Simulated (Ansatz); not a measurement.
Set up this calculation in Ansatz 0.2.0, as the native input.

- Task: single point
- Functional: PBEsol
- Potentials or basis: all-electron LAPW, scalar-relativistic
- Cutoff: 313 eV (chosen from the basis error)
- Basis error allowed: 0.001 eV/atom
- k mesh: 7 × 7 × 6
- Occupations: fermi-dirac, width 0.05 eV
- Spin: no spin polarisation

Crystal: Ga.

```xyz
4
Lattice="3.8170 -2.3266 0.0000 3.8170 2.3266 0.0000 0.0000 0.0000 4.4883" Properties=species:S:1:pos:R:3 pbc="T T T"
Ga    2.5773   -1.5260    1.1221
Ga    2.5773    1.5260    3.3662
Ga    5.0566    1.5260    3.3662
Ga    5.0566   -1.5260    1.1221
```

This isn't the form of Ga at room conditions, which is orthorhombic.

One way to write it, as run:

input.yaml

```yaml
crystal:
  lattice:
    - [3.81695661, -2.32662955, 0.0]
    - [3.81695661, 2.32662955, 0.0]
    - [0.0, 0.0, 4.488254]
  atoms:
    - { symbol: Ga, position: [0.66555049, 0.00968539, 0.25] }
    - { symbol: Ga, position: [0.00968539, 0.66555049, 0.75] }
    - { symbol: Ga, position: [0.33444951, 0.99031461, 0.75] }
    - { symbol: Ga, position: [0.99031461, 0.33444951, 0.25] }
kpoints:
  mp_grid: { grid: [7, 7, 6] }
scf:
  occupations: { method: fermi_dirac, width: 0.05 }
hamiltonian:
  xc: pbesol
  pseudopotentials: { kind: all_electron, lapw: { basis_error: 0.001 } }
output:
  forces: true
  stress: true
  eigenvalues: true
  populations: true
```

Potentials or basis: all-electron LAPW, scalar-relativistic.

The run is started by

```bash
$ ansatz run input.yaml --threads 2 --pin off --max-ram 8192MiB --backend cpu --events-out ev --progress --plain --runs-dir out
```

It gave:

- Pressure: -0.1 GPa
- Largest force: 0.030 eV/Å
- Band gap on the k mesh: none (metal or under the smearing width)

It took 31 s on 2 threads of Arm Neoverse V2, with other jobs on the host, peak memory 0.64 GiB.
